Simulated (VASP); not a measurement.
BaZrO3:

```xyz
5
Lattice="4.1913 0.0000 0.0000 0.0000 4.1913 0.0000 0.0000 0.0000 4.1913" Properties=species:S:1:pos:R:3 pbc="T T T"
Ba   -0.0576   -0.0410    0.0054
Zr    2.0805    1.9748    2.0660
O     2.2081    2.0547    0.0754
O     2.0025   -0.0906    2.1190
O    -0.0092    2.0380    2.1345
```

The cell isn't the ideal one: atoms moved at random, drawn with an rms of 0.15 Å.

* Program: VASP 6.6.1
* Task: relaxation of the atoms
* Functional: r2SCAN
* Potentials or basis: VASP PAW PBE potentials, release 64 (Ba_sv, Zr_sv, O)
* Cutoff: 520 eV
* k mesh: 5 × 5 × 5
* Occupations: gaussian, width 0.05 eV
* Spin: no spin polarisation

At the start: pressure 3.4 GPa; volume 14.73 Å³/atom.

Where does the relaxation end?

Over 10 steps the energy falls by 19.4 meV/atom; space group Pm-3m (No. 221, to 0.05 Å).

Step by step:
| step | energy change (eV) | largest force (eV/Å) | pressure (GPa) |
| --- | --- | --- | --- |
| 1 | 0.0000 | 1.0386 | 3.38 |
| 2 | -0.0654 | 0.3161 | 2.68 |
| 3 | -0.0697 | 0.3631 | 2.69 |
| 4 | -0.0803 | 0.2650 | 2.69 |
| 5 | -0.0872 | 0.1645 | 2.70 |
| 6 | -0.0923 | 0.1228 | 2.71 |
| 7 | -0.0963 | 0.0900 | 2.72 |
| 8 | -0.0968 | 0.0549 | 2.72 |
| 9 | -0.0969 | 0.0218 | 2.72 |
| 10 | -0.0970 | 0.0099 | 2.72 |

Final structure:
```
Ba Zr O
1.0
     4.19134    0.00000    0.00000
     0.00000    4.19134    0.00000
     0.00000    0.00000    4.19134
Ba Zr O
1 1 3
Direct
  0.99706 0.98331 0.00540
  0.49702 0.48321 0.50548
  0.49779 0.48332 0.00532
  0.49614 0.98327 0.50538
  0.99704 0.48315 0.50548
```

Caveat: the PAW data sets were made with another functional, which shifts forces and pressure a little.
